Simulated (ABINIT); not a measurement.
# Al2O3 (Corundum) (R-3c) in ABINIT: further runs

Aim: see how the results for Al2O3 (Corundum) move with the level of theory and the settings. Levels: PBEsol, PW91. Tasks: band structure.

Everything below comes from runs of ABINIT 10.8.3 (patched build). Logs are shortened: lines on timing, memory, paths and dates and some standing lists are left out, and cuts for length are marked. The log counts tension as positive stress, the text compression.

**What was measured.**

From “Multi-petahertz electron interference in Cr:Al2O3 solid-state material”, 2018, pmc:5906618, for a bulk crystal of Al2O3: band gap 8.7 eV (optical).

The results are compared with them further down.

### Step 1. The crystal as given

Symmetry: R-3c, No. 167, trigonal system. Conventional cell: a = 4.760 Å, b = 4.760 Å, c = 12.996 Å, α = 90.00°, β = 90.00°, γ = 120.00°. Al (site symmetry 3) is surrounded by 6 O at 1.85 to 1.97 Å. Around O (site symmetry 2) lie 4 Al at 1.85 to 1.97 Å.

### Step 2. Band structure, PBEsol

run.abi

```
ndtset 2

pp_dirpath "./"
pseudos "Al.GGA_PBE-JTH.xml, O.GGA_PBE-JTH.xml"

acell 5.1302230849 5.1302230849 5.130223085 Angstrom
rprim
     0.4639661786     0.2678709981     0.8443817345
    -0.4639661786     0.2678709981     0.8443817345
     0.0000000000    -0.5357419962     0.8443817345
ntypat 2
znucl 13 8
natom 10
typat 1 1 1 1 2 2 2 2 2 2
xred
     0.8521600000     0.8521600000     0.8521600000
     0.6478400000     0.6478400000     0.6478400000
     0.1478400000     0.1478400000     0.1478400000
     0.3521600000     0.3521600000     0.3521600000
     0.0566800000     0.7500000000     0.4433200000
     0.7500000000     0.4433200000     0.0566800000
     0.4433200000     0.0566800000     0.7500000000
     0.9433200000     0.2500000000     0.5566800000
     0.2500000000     0.5566800000     0.9433200000
     0.5566800000     0.9433200000     0.2500000000

ecut 625.861884 eV
pawecutdg 45.0
pawxcdev 0

ixc -116133

occopt 3
tsmear 0.00183747

nstep 100

iomode 3
prtwf 0
prteig 0
prtebands 0
prtden1 1
prtvha1 1
prtvclmb1 1
prtpot1 1

kptopt1 1
ngkpt1 7 7 7
nshiftk1 1
shiftk1 0.0 0.0 0.0
nband1 30
tolvrs1 1.0e-9

iscf2 -2
getden2 1
nband2 36
nbdbuf2 4
tolwfr2 1.0e-11
kptopt2 -2
ndivsm2 6
prteig2 1
prtvol2 -3
kptbounds2
     0.0000000000     0.0000000000     0.0000000000
     0.5000000000     0.0000000000     0.0000000000
     0.5000000000     0.2337604794    -0.2337604794
```

Potentials or basis: JTH PAW PBE v2.0.

Started as:

```bash
$ abinit run.abi > log 2>&1
```

run.abo:

```text
.Version 10.8.3 of ABINIT
 DATASET    1 : space group R-3 c (#167); Bravais hR (rhombohedral)
================================================================================
 Values of the parameters that define the memory need for DATASET  1.
     intxc =       0    ionmov =       0      iscf =      17    lmnmax =       8
     lnmax =       4     mgfft =      45  mpssoang =       2    mqgrid =    3001
     natom =      10  nloc_mem =       2    nspden =       1   nspinor =       1
    nsppol =       1      nsym =      12    n1xccc =       1    ntypat =       2
    occopt =       3   xclevel =       2
       mpw =        3059          nfft =       91125          nkpt =          44
 PAW method is used; the additional fine FFT grid is defined by:
   mgfftf=        60    nfftf =    216000
================================================================================
================================================================================

 DATASET    2 : space group R-3 c (#167); Bravais hR (rhombohedral)
================================================================================
 Values of the parameters that define the memory need for DATASET  2.
     intxc =       0    ionmov =       0      iscf =      -2    lmnmax =       8
     lnmax =       4     mgfft =      45  mpssoang =       2    mqgrid =    3001
     natom =      10  nloc_mem =       2    nspden =       1   nspinor =       1
    nsppol =       1      nsym =      12    n1xccc =       1    ntypat =       2
    occopt =       3   xclevel =       2
       mpw =        3044          nfft =       91125          nkpt =          15
 PAW method is used; the additional fine FFT grid is defined by:
   mgfftf=        60    nfftf =    216000
================================================================================
================================================================================

--------------------------------------------------------------------------------
------------- Echo of variables that govern the present computation ------------
--------------------------------------------------------------------------------
 -outvars: echo values of preprocessed input variables --------
            acell      9.6947165953E+00  9.6947165953E+00  9.6947165955E+00 Bohr
              amu      2.69815390E+01  1.59994000E+01
             ecut      2.30000000E+01 Hartree
           getden1          0
           getden2          1
             iscf1         17
             iscf2         -2
              ixc     -116133
           jdtset        1    2
           kptopt1          1
           kptopt2         -2
         kptrlatt        7    0    0      0    7    0      0    0    7
          kptrlen1     6.29722886E+01
          kptrlen2     3.00000000E+01
            natom          10
            nband1         30
            nband2         36
           nbdbuf1          0
           nbdbuf2          4
           ndtset           2
           ndivsm1          0
           ndivsm2          6
            ngfft          45      45      45
          ngfftdg          60      60      60
             nkpt1         44
             nkpt2         15
            nstep         100
             nsym          12
           ntypat           2
           occopt           3
        pawecutdg      4.50000000E+01 Hartree
         pawxcdev           0
        prtebands           0
           prteig1          0
           prteig2          1
           prtpot1          1
           prtpot2          0
         prtvclmb1          1
         prtvclmb2          0
           prtvha1          1
           prtvha2          0
           prtvol1          0
           prtvol2         -3
            prtwf           0
            rprim      4.6396617860E-01  2.6787099810E-01  8.4438173450E-01
                      -4.6396617860E-01  2.6787099810E-01  8.4438173450E-01
                       0.0000000000E+00 -5.3574199620E-01  8.4438173450E-01
           shiftk1     0.00000000E+00  0.00000000E+00  0.00000000E+00
           shiftk2     5.00000000E-01  5.00000000E-01  5.00000000E-01
          spgroup         167
           tolvrs1     1.00000000E-09
           tolvrs2     0.00000000E+00
           tolwfr1     0.00000000E+00
           tolwfr2     1.00000000E-11
           tsmear      1.83747000E-03 Hartree
            typat      1  1  1  1  2  2  2  2  2  2
           useylm           1
           xangst     -1.5263952485E-17 -4.5653996010E-11  1.1074330496E+01
                      -1.3994993657E-17 -3.4707250056E-11  8.4190695043E+00
                      -6.6802571215E-18 -7.9204185226E-12  1.9212695041E+00
                      -6.3447941418E-19 -1.8866565582E-11  4.5765304962E+00
                      -1.6502749300E+00 -1.0988406876E-01  5.4148333335E+00
                       7.2997507002E-01  1.4841220470E+00  5.4148333335E+00
[... 518 lines left out ...]
lattice_volume:   5.7372986E+02
convergence: {deltae:  0.000E+00, res2:  0.000E+00, residm:  9.941E-12, diffor:  0.000E+00, }
etotal    :  -1.05653544E+02
entropy   :   0.00000000E+00
fermie    :   3.06358713E-01
cartesian_stress_tensor: null
pressure_GPa: null
xred      :
- [  8.5216E-01,   8.5216E-01,   8.5216E-01, Al]
- [  6.4784E-01,   6.4784E-01,   6.4784E-01, Al]
- [  1.4784E-01,   1.4784E-01,   1.4784E-01, Al]
- [  3.5216E-01,   3.5216E-01,   3.5216E-01, Al]
- [  5.6680E-02,   7.5000E-01,   4.4332E-01,  O]
- [  7.5000E-01,   4.4332E-01,   5.6680E-02,  O]
- [  4.4332E-01,   5.6680E-02,   7.5000E-01,  O]
- [  9.4332E-01,   2.5000E-01,   5.5668E-01,  O]
- [  2.5000E-01,   5.5668E-01,   9.4332E-01,  O]
- [  5.5668E-01,   9.4332E-01,   2.5000E-01,  O]
cartesian_forces: null
force_length_stats: {min: null, max: null, mean: null, }
...

 Integrated electronic density in atomic spheres:
 ------------------------------------------------
 Atom  Sphere_radius  Integrated_density
    1        1.90363          0.87473411
    2        1.90363          0.87473411
    3        1.90363          0.87473411
    4        1.90363          0.87473411
    5        1.41465          4.66307543
    6        1.41465          4.66307543
    7        1.41465          4.66307543
    8        1.41465          4.66307543
    9        1.41465          4.66307543
   10        1.41465          4.66307543

================================================================================

 ----iterations are completed or convergence reached----

 Mean square residual over all n,k,spin=   43.068E-13; max=  99.409E-13
 reduced coordinates (array xred) for   10 atoms
       0.852160000000      0.852160000000      0.852160000000
       0.647840000000      0.647840000000      0.647840000000
       0.147840000000      0.147840000000      0.147840000000
       0.352160000000      0.352160000000      0.352160000000
       0.056680000000      0.750000000000      0.443320000000
       0.750000000000      0.443320000000      0.056680000000
       0.443320000000      0.056680000000      0.750000000000
       0.943320000000      0.250000000000      0.556680000000
       0.250000000000      0.556680000000      0.943320000000
       0.556680000000      0.943320000000      0.250000000000

 cartesian coordinates (angstrom) at end:
    1     -0.00000000000000    -0.00000000004565    11.07433049641231
    2     -0.00000000000000    -0.00000000003471     8.41906950431345
    3     -0.00000000000000    -0.00000000000792     1.92126950407153
    4     -0.00000000000000    -0.00000000001887     4.57653049617039
    5     -1.65027493004615    -0.10988406876285     5.41483333353719
    6      0.72997507002041     1.48412204696388     5.41483333350454
    7      0.92029986002573    -1.37423797826800     5.41483333356308
    8      1.65027493004615     0.10988406870927     7.58076666694666
    9     -0.72997507002041    -1.48412204701746     7.58076666697931
   10     -0.92029986002573     1.37423797821443     7.58076666692077
 length scales=  9.694716595271  9.694716595271  9.694716595460 bohr
              =  5.130223084900  5.130223084900  5.130223085000 angstroms
 Eigenvalues (hartree) for nkpt=  15  k points:
 kpt#   1, nband= 36, wtk=  1.00000, kpt=  0.0000  0.0000  0.0000 (reduced coord)
  -0.44803   -0.36065   -0.35010   -0.35010   -0.33821   -0.33821    0.00169    0.03888
   0.05163    0.05163    0.09352    0.09625    0.09625    0.13352    0.14809    0.20553
   0.20553    0.21024    0.21024    0.23962    0.23962    0.25658    0.25658    0.25818
   0.48235    0.58736    0.64891    0.67565    0.67565    0.68233    0.70605    0.70605
   0.70756    0.75291    0.79229    0.79369
 kpt#   2, nband= 36, wtk=  1.00000, kpt=  0.0625  0.0000  0.0000 (reduced coord)
  -0.44727   -0.36079   -0.35080   -0.35028   -0.33860   -0.33823    0.00256    0.03548
   0.05061    0.05716    0.08458    0.09515    0.10683    0.13717    0.14998    0.20114
   0.20553    0.20935    0.21220    0.23806    0.23841    0.25393    0.25650    0.25783
   0.48601    0.59027    0.64477    0.67409    0.67918    0.67969    0.69790    0.70809
   0.71725    0.74838    0.79029    0.79172
 kpt#   3, nband= 36, wtk=  1.00000, kpt=  0.1250  0.0000  0.0000 (reduced coord)
  -0.44501   -0.36168   -0.35243   -0.35077   -0.33972   -0.33837    0.00505    0.03118
   0.04774    0.06749    0.07645    0.09371    0.12004    0.14635    0.15483    0.19314
   0.20455    0.20712    0.21334    0.23306    0.23463    0.24818    0.25593    0.25709
   0.49620    0.59852    0.63734    0.66976    0.67131    0.67796    0.70328    0.71233
[... 59 lines left out ...]
   0.59795    0.59795    0.61940    0.61940    0.64037    0.64037    0.70208    0.70208
   0.73423    0.73423    0.76487    0.76487
 kpt#  14, nband= 36, wtk=  1.00000, kpt=  0.5000  0.1948 -0.1948 (reduced coord)
  -0.39420   -0.39420   -0.36925   -0.36925   -0.34159   -0.34159    0.04373    0.04373
   0.06580    0.06580    0.10623    0.10623    0.12337    0.12337    0.18226    0.18226
   0.19474    0.19474    0.21298    0.21298    0.22656    0.22656    0.24291    0.24291
   0.60174    0.60174    0.62362    0.62362    0.63778    0.63778    0.69977    0.69977
   0.73782    0.73782    0.76338    0.76338
 kpt#  15, nband= 36, wtk=  1.00000, kpt=  0.5000  0.2338 -0.2338 (reduced coord)
  -0.39266   -0.39266   -0.37202   -0.37202   -0.34057   -0.34057    0.04427    0.04427
   0.07016    0.07016    0.10538    0.10538    0.12615    0.12615    0.17958    0.17958
   0.18902    0.18902    0.21406    0.21406    0.22663    0.22663    0.23924    0.23924
   0.60933    0.60933    0.62490    0.62490    0.64113    0.64113    0.69713    0.69713
   0.74118    0.74118    0.76042    0.76043

== END DATASET(S) ==============================================================
================================================================================

 -outvars: echo values of variables after computation  --------
            acell      9.6947165953E+00  9.6947165953E+00  9.6947165955E+00 Bohr
           etotal1    -1.0565354443E+02
            fcart1     1.0438644051E-19 -3.3875692067E-14 -1.6539725130E-03
                      -1.7650266707E-20  3.3875402746E-14  1.6539725130E-03
                      -2.3449070120E-19  3.3875402746E-14  1.6539725130E-03
                       2.9721831322E-19 -3.3875252563E-14 -1.6539725130E-03
                      -1.0971212870E-03 -1.9002698111E-03 -7.8337309148E-15
                      -1.0971212870E-03  1.9002698111E-03  7.8337342003E-15
                       2.1942425739E-03 -4.1356498623E-20  9.9062489811E-21
                       1.0971212870E-03  1.9002698111E-03  7.8336635628E-15
                       1.0971212870E-03 -1.9002698111E-03 -7.8337309148E-15
                      -2.1942425739E-03  8.3119049453E-20  4.7589330066E-20
            rprim      4.6396617860E-01  2.6787099810E-01  8.4438173450E-01
                      -4.6396617860E-01  2.6787099810E-01  8.4438173450E-01
                       0.0000000000E+00 -5.3574199620E-01  8.4438173450E-01
           strten1    -1.0501041469E-04 -1.0501041461E-04 -7.1798766372E-05
                       4.4533151985E-14  0.0000000000E+00  0.0000000000E+00
           xangst     -1.5263952485E-17 -4.5653996010E-11  1.1074330496E+01
                      -1.3994993657E-17 -3.4707250056E-11  8.4190695043E+00
                      -6.6802571215E-18 -7.9204185226E-12  1.9212695041E+00
                      -6.3447941418E-19 -1.8866565582E-11  4.5765304962E+00
                      -1.6502749300E+00 -1.0988406876E-01  5.4148333335E+00
                       7.2997507002E-01  1.4841220470E+00  5.4148333335E+00
                       9.2029986003E-01 -1.3742379783E+00  5.4148333336E+00
                       1.6502749300E+00  1.0988406871E-01  7.5807666669E+00
                      -7.2997507002E-01 -1.4841220470E+00  7.5807666670E+00
                      -9.2029986003E-01  1.3742379782E+00  7.5807666669E+00
             xred      8.5216000000E-01  8.5216000000E-01  8.5216000000E-01
                       6.4784000000E-01  6.4784000000E-01  6.4784000000E-01
                       1.4784000000E-01  1.4784000000E-01  1.4784000000E-01
                       3.5216000000E-01  3.5216000000E-01  3.5216000000E-01
                       5.6680000000E-02  7.5000000000E-01  4.4332000000E-01
                       7.5000000000E-01  4.4332000000E-01  5.6680000000E-02
                       4.4332000000E-01  5.6680000000E-02  7.5000000000E-01
                       9.4332000000E-01  2.5000000000E-01  5.5668000000E-01
                       2.5000000000E-01  5.5668000000E-01  9.4332000000E-01
                       5.5668000000E-01  9.4332000000E-01  2.5000000000E-01
 Calculation completed.
```

Wall time 2.9 min (1 thread of Intel Xeon 6975P-C (Granite Rapids), shared host); peak memory 0.27 GiB.

Results:

| Property | Result |
| --- | --- |
| Free energy | -2874.9794 eV |
| Pressure | 2.8 GPa |
| Largest force | 0.113 eV/Å |
| Band gap on the k mesh | 6.10 eV, direct |
| Band gap along the path | 6.10 eV, direct |
| Valence electrons inside the program's atomic spheres | Al 0.87; O 4.66 |

Forces in eV/Å, atoms in the order of the input:
```
Al   0.000  0.000 -0.085
Al   0.000  0.000  0.085
Al   0.000  0.000  0.085
Al   0.000  0.000 -0.085
O   -0.056 -0.098  0.000
O   -0.056  0.098  0.000
O    0.113  0.000  0.000
O    0.056  0.098  0.000
O    0.056 -0.098  0.000
O   -0.113  0.000  0.000
```

Stress tensor (GPa, compression positive):
```
3.09 0.00 0.00
0.00 3.09 0.00
0.00 0.00 2.11
```

Levels at the corners of the path, in eV from the valence-band top:
```
point  band 21  band 22  band 23  band 24  band 25  band 26  band 27  band 28
    Γ    -0.51    -0.04    -0.04     0.00     6.10     8.96    10.63    11.36
    L    -0.93    -0.93    -0.28    -0.28     9.33     9.33     9.50     9.50
   B1    -0.86    -0.86    -0.52    -0.52     9.56     9.56     9.98     9.98
```

Caveat: the PAW data sets were made with another functional, which shifts forces and pressure a little.

### Step 3. Band structure, PW91

run.abi: that of step 2 with these lines changed.

```diff
@@ -1,3 +1,5 @@
+# Datasets: ground state, then fixed potential
 ndtset 2
 
+# Pseudopotentials
 pp_dirpath "./"
@@ -5,7 +7,8 @@
 
-acell 5.1302230849 5.1302230849 5.130223085 Angstrom
+# Structure
+acell 3*1.0
 rprim
-     0.4639661786     0.2678709981     0.8443817345
-    -0.4639661786     0.2678709981     0.8443817345
-     0.0000000000    -0.5357419962     0.8443817345
+     4.4980206081     2.5969334089     8.1860416085
+    -4.4980206081     2.5969334089     8.1860416085
+     0.0000000000    -5.1938668179     8.1860416085
 ntypat 2
@@ -26,2 +29,3 @@
 
+# Plane-wave basis
 ecut 625.861884 eV
@@ -30,9 +34,13 @@
 
-ixc -116133
+# Exchange and correlation
+ixc -109134
 
+# Bands and occupations
 occopt 3
-tsmear 0.00183747
+tsmear 0.05 eV
 
+# SCF cycle
 nstep 100
 
+# Output
 iomode 3
@@ -41,2 +49,3 @@
 prtebands 0
+enunit 1
 prtden1 1
@@ -46,2 +55,3 @@
 
+# Dataset 1
 kptopt1 1
@@ -53,2 +63,3 @@
 
+# Dataset 2: bands along G-L-B1
 iscf2 -2
@@ -59,5 +70,4 @@
 kptopt2 -2
-ndivsm2 6
+ndivsm2 8
 prteig2 1
-prtvol2 -3
 kptbounds2
```

Potentials or basis: JTH PAW PBE v2.0.

Started as:

```bash
$ abinit run.abi > log 2>&1
```

It took 3 min on 1 thread of Intel Xeon 6975P-C (Granite Rapids), shared host; peak memory 0.27 GiB.

The run converged. Its results:

* Free energy: -2888.6591 eV
* Pressure: 6.4 GPa
* Largest force: 0.051 eV/Å
* Band gap on the k mesh: 6.23 eV, direct
* Band gap along the path: 6.23 eV, direct
* Valence electrons inside the program's atomic spheres: Al 0.87; O 4.69

Forces in eV/Å, atoms in the order of the input:
```
Al   0.000  0.000 -0.041
Al   0.000  0.000  0.041
Al   0.000  0.000  0.041
Al   0.000  0.000 -0.041
O   -0.026 -0.045  0.000
O   -0.026  0.045  0.000
O    0.051  0.000  0.000
O    0.026  0.045  0.000
O    0.026 -0.045  0.000
O   -0.051  0.000  0.000
```

Stress tensor (GPa, compression positive):
```
6.64 0.00 0.00
0.00 6.64 0.00
0.00 0.00 5.95
```

Levels at the corners of the path, in eV from the valence-band top:
| point | band 21 | band 22 | band 23 | band 24 | band 25 | band 26 | band 27 | band 28 |
| --- | --- | --- | --- | --- | --- | --- | --- | --- |
| Γ | -0.49 | -0.04 | -0.04 | 0.00 | 6.23 | 9.15 | 10.72 | 11.54 |
| L | -0.91 | -0.91 | -0.27 | -0.27 | 9.48 | 9.48 | 9.64 | 9.64 |
| B1 | -0.84 | -0.84 | -0.50 | -0.50 | 9.71 | 9.71 | 10.13 | 10.13 |

Caveat: the PAW data sets were made with another functional, which shifts forces and pressure a little.

### Step 4. The reference run

An earlier run on the cell as given: functional PBE; potentials or basis JTH PAW PBE v2.0; cutoff 626 eV; k mesh 7 × 7 × 7; occupations fermi-dirac, width 0.05 eV; no spin polarisation.

* Pressure: 7.3 GPa
* Largest force: 0.071 eV/Å
* Band gap on the k mesh: 6.20 eV, direct
* Valence electrons inside the program's atomic spheres: Al 0.87; O 4.68

### Step 5. Summary

```tsv
task	level	gap on the mesh (eV)	pressure (GPa)	largest force (eV/Å)
band structure	PBEsol	6.10	2.8	0.11
band structure	PW91	6.23	6.4	0.05
single point	PBE	6.20	7.3	0.07
```

Alike in all rows: potentials or basis JTH PAW PBE v2.0; no spin polarisation; cell as given; k mesh 7 × 7 × 7; cutoff (eV) 626; smearing fermi-dirac 0.05 eV.

On the cell as given the gap runs from 6.10 eV (PBEsol) to 6.23 eV (PW91). The pressure there spans 2.8 GPa (PBEsol) to 7.3 GPa (PBE); a positive pressure means that this level wants a larger cell, a negative one a smaller.

Caveats: the PAW data sets were made with another functional, which shifts forces and pressure a little (some runs); an odd mesh through Γ misses points on the zone boundary, where band edges often lie (some runs).

Absolute energies hang on the potentials; compare differences alone.

### Step 6. How close it comes

Step 2. Against the measured gap of Al2O3, 8.7 eV (optical; quoted in “Multi-petahertz electron interference in Cr:Al2O3 solid-state material”, 2018, pmc:5906618), the calculated 6.10 eV is off by -2.60 eV. The value is that of PBEsol, without temperature or zero-point motion. Semilocal functionals fall short of measured gaps as a rule.

Step 3. Against the measured gap of Al2O3, 8.7 eV (optical; quoted in “Multi-petahertz electron interference in Cr:Al2O3 solid-state material”, 2018, pmc:5906618), the calculated 6.23 eV is off by -2.47 eV. The value is that of PW91, without temperature or zero-point motion. Semilocal functionals fall short of measured gaps as a rule.
